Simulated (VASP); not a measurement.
Runs of VASP 6.6.1 on CdO (Monteponite). Symmetry: Fm-3m, No. 225, cubic system. Conventional cell: a = 4.705 Å, b = 4.705 Å, c = 4.705 Å, α = 90.00°, β = 90.00°, γ = 90.00°. Around Cd (site symmetry m-3m) lie 6 O at 2.35 Å. O (site symmetry m-3m) has 6 Cd at 2.35 Å as nearest neighbours. 

| task | level | cell | k mesh | cutoff (eV) | grid for exact exchange (PRECFOCK) | screening parameter | exchange at q = 0 | gap on the mesh (eV) | pressure (GPa) |
| --- | --- | --- | --- | --- | --- | --- | --- | --- | --- |
| band structure | HSE06 | as given | 8 × 8 × 8 | 520 | Fast | 0.2 1/A | - | 0.89 | (a) |
| band structure | PBE | as given | 8 × 8 × 8 | 520 | Fast | - | - | - | 7.0 |
| relaxation of cell and atoms | PBEsol | relaxed | 12 × 12 × 12 | 600 | - | - | - | (b) | 0.0 |
| band structure | PBE0 | as given | 8 × 8 × 8 | 520 | Fast | - | truncated | 1.52 | 1.5 |

Alike in all rows: potentials or basis VASP PAW PBE potentials, release 64 (Cd, O); no spin polarisation; smearing gaussian 0.03 eV.

Problem. Fill in the values left out.

Solution. (a) 1.7; (b) none.

Caveats: the PAW data sets were made with another functional, which shifts forces and pressure a little (some runs); this crystal is a semiconductor, whose small gap the functional closes, so the metal is an error of the method (some runs); the relaxation stopped at its first step, so nothing moved (some runs).

A k mesh can miss the band edges, and the runs leave out spin-orbit coupling on Cd.
